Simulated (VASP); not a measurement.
**SiC: relaxation of cell and atoms with PBEsol**

The system is SiC.

```
Si C
1.0
     2.94144    0.00000    0.00000
    -1.47072    2.54736    0.00000
     0.00000    0.00000   14.42516
Si C
6 6
Direct
  0.00000 0.00000 0.00002
  0.33333 0.66667 0.16665
  0.66667 0.33333 0.33317
  0.00000 0.00000 0.50002
  0.66667 0.33333 0.66665
  0.33333 0.66667 0.83317
  0.00000 0.00000 0.12529
  0.33333 0.66667 0.29168
  0.66667 0.33333 0.45819
  0.00000 0.00000 0.62529
  0.66667 0.33333 0.79168
  0.33333 0.66667 0.95819
```

The cell was built by a generator and needn't be a form met in nature.

```yaml
Program: VASP 6.6.1
Task: relaxation of cell and atoms
Functional: PBEsol
Potentials_or_basis: VASP PAW PBE potentials, release 64 (Si, C)
Cutoff: 600 eV
k_mesh: 8 × 8 × 2
Occupations: fermi-dirac, width 0.05 eV
Spin: no spin polarisation
Target_pressure: 60 GPa
Further_INCAR_settings: ALGO = Normal; EDIFF = 1e-06; IBRION = 2; EDIFFG = -0.01; NSW = 60; ISIF = 3
Target_pressure: 60 GPa
```

```json
{
 "Relaxed volume": "8.56 Å³/atom",
 "Relaxed cell": "a = 2.893 Å, b = 2.893 Å, c = 14.181 Å, α = 90.00°, β = 90.00°, γ = 120.00°",
 "Space group after relaxing (to 0.05 Å)": "P6_3mc (No. 186)",
 "Energy change on relaxing (the enthalpy is what falls)": "+137.3 meV/atom",
 "Ionic steps": "9",
 "Pressure after relaxing": "60.0 GPa",
 "Band gap on the k mesh": "1.86 eV, indirect (least direct gap 2.99 eV)"
}
```

The path:
```
step  energy change (eV)  largest force (eV/Å)  pressure (GPa)  volume (Å³)
   1              0.0000                0.0089           40.03       108.09
   2              7.8452                0.0738          120.38        91.46
   3              1.5659                0.0181           59.10       102.99
   4              1.6393                0.0188           59.91       102.79
   5              1.6783                0.0192           60.34       102.69
   6              1.5908                0.0327           59.36       102.92
   7              1.6460                0.0103           59.98       102.77
   8              1.6453                0.0102           59.97       102.78
   9              1.6472                0.0020           59.99       102.77
```

Final structure:
```yaml
crystal:
  lattice:
    - [2.89280, 0.00000, 0.00000]
    - [-1.44640, 2.50524, 0.00000]
    - [0.00000, 0.00000, 14.18079]
  atoms:
    - { symbol: Si, position: [0.00000, 0.00000, 0.00004] }
    - { symbol: Si, position: [0.33333, 0.66667, 0.16659] }
    - { symbol: Si, position: [0.66667, 0.33333, 0.33314] }
    - { symbol: Si, position: [0.00000, 0.00000, 0.50004] }
    - { symbol: Si, position: [0.66667, 0.33333, 0.66659] }
    - { symbol: Si, position: [0.33333, 0.66667, 0.83314] }
    - { symbol: C, position: [0.00000, 0.00000, 0.12532] }
    - { symbol: C, position: [0.33333, 0.66667, 0.29168] }
    - { symbol: C, position: [0.66667, 0.33333, 0.45823] }
    - { symbol: C, position: [0.00000, 0.00000, 0.62532] }
    - { symbol: C, position: [0.66667, 0.33333, 0.79168] }
    - { symbol: C, position: [0.33333, 0.66667, 0.95823] }
```

Levels at points of the mesh, in eV from the valence-band top:
| k point | band 22 | band 23 | band 24 | band 25 | band 26 | band 27 |
| --- | --- | --- | --- | --- | --- | --- |
| (0.00, 0.00, 0.00) | -0.03 | 0.00 | 0.00 | 6.84 | 6.97 | 7.47 |
| (0.50, 0.00, 0.00) | -1.94 | -1.83 | -1.13 | 1.86 | 2.15 | 3.42 |
| (0.00, 0.00, 0.50) | -0.10 | -0.10 | -0.10 | 6.89 | 6.89 | 7.66 |
| (0.50, 0.00, 0.50) | -1.83 | -1.38 | -1.38 | 1.95 | 1.95 | 3.62 |

Run time: 82 s on 4 MPI ranks on Intel(R) Xeon(R) Platinum 8488C (Sapphire Rapids), on a shared host, peak memory 0.26 GiB a rank.

Caveat: the cell is relaxed towards a set pressure, so the enthalpy falls and the energy may rise; the PAW data sets were made with another functional, which shifts forces and pressure a little. A k mesh can miss the band edges.
